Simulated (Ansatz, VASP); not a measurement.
This is a calculation of Ag for Ansatz 0.2.0.

The input input.yaml:

```yaml
crystal:
  lattice:
    - [-1.6445418934, 1.6445418934, 1.6445418934]
    - [1.6445418934, -1.6445418934, 1.6445418934]
    - [1.6445418934, 1.6445418934, -1.6445418934]
  atoms:
    - { symbol: Ag, position: [0.0, 0.0, 0.0] }
hamiltonian:
  xc: pbe
  pseudopotentials: { kind: paw }
kpoints:
  mp_grid: { grid: [11, 11, 11] }
scf:
  occupations: { method: fermi_dirac, width: 0.05 }
output:
  forces: true
  stress: true
  eigenvalues: true
```

Potentials or basis: Ansatz PAW.

Launch:

```sh
$ ansatz run input.yaml --threads 2 --pin off --max-ram 5120MiB --backend cpu --events-out ev --progress --plain --runs-dir out
```

Task: Set up the same calculation for VASP 6.6.1. Potentials there: VASP PAW PBE potentials, release 64 (Ag).

Result: As run (the cutoff follows the program's own potentials):

INCAR

```
ALGO = Normal
EDIFF = 1E-7
ENCUT = 520
GGA = PE
ISIF = 2
ISMEAR = -1
LASPH = True
LCHARG = False
LREAL = False
LWAVE = False
NBANDS = 12
NELM = 100
PREC = Accurate
SIGMA = 0.05
```

Contents of KPOINTS:

```
k-points
0
Gamma
  11 11 11
```

POSCAR

```
Ag
1.0
   -1.6445418934      1.6445418934      1.6445418934
    1.6445418934     -1.6445418934      1.6445418934
    1.6445418934      1.6445418934     -1.6445418934
Ag
1
Direct
    0.0000000000      0.0000000000      0.0000000000
```

Potentials or basis: VASP PAW PBE potentials, release 64 (Ag).

Run with:

```bash
$ cat potpaw_PBE.64/Ag/POTCAR > POTCAR
$ mpirun -np 1 vasp_std > vasp.out
```

Both were run:

|  | VASP | Ansatz | Ansatz less VASP |
| --- | --- | --- | --- |
| gap on the k mesh at the Fermi level (eV) | none | none | - |
| pressure (GPa) | 0.9 | 1.0 | +0.13 |

A gap of «none» marks a metal or a gap that the smearing closes. The two sets of potentials don't hold the same shells in valence.
